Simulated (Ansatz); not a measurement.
Defect migration in zinc-blende AlP: P vacancy, charge state +1. The step: one P atom jumps into the vacancy from a nearby P site; the atom moves 3.81 Å along (0.00, -0.49, -0.49) of the unit cell; the moving atom starts with neighbours 3 Al at 2.38, Al at 2.41 Å and ends with 3 Al at 2.38, Al at 2.41 Å. A PBE band in Ansatz (plane-wave PAW, a 2×2×2 k-point mesh shifted by half a step, 64 host sites, 59 SCF runs with any check of the saddle's order, static, no finite-size correction) gives a forward barrier of 2.48 eV. The saddle point's order was not checked, and it lies on a symmetry element of the cell, where a band can be held. The charge state is imposed; whether it is stable for some Fermi level was not computed. Forms of the defect that were not tried may lie lower.

Single points at the band's start and saddle point can refine it. Rough cost of one point, in units of the band's mean SCF on the same machine:

```csv
Level,Cost of one point
"PBE, a 3×3×3 k-point mesh shifted by half a step",about 4
"r2SCAN at 500 eV, a 2×2×2 k-point mesh shifted by half a step",about 3
```

Task: Which of these move the barrier by more than 0.1 eV, and how far does each move it?

Result: PBE, a 3×3×3 k-point mesh shifted by half a step: +0.01 eV; r2SCAN at 500 eV, a 2×2×2 k-point mesh shifted by half a step: +0.32 eV. Each functional is compared with PBE at the same k-points.

Ansatz is an electronic-structure program.
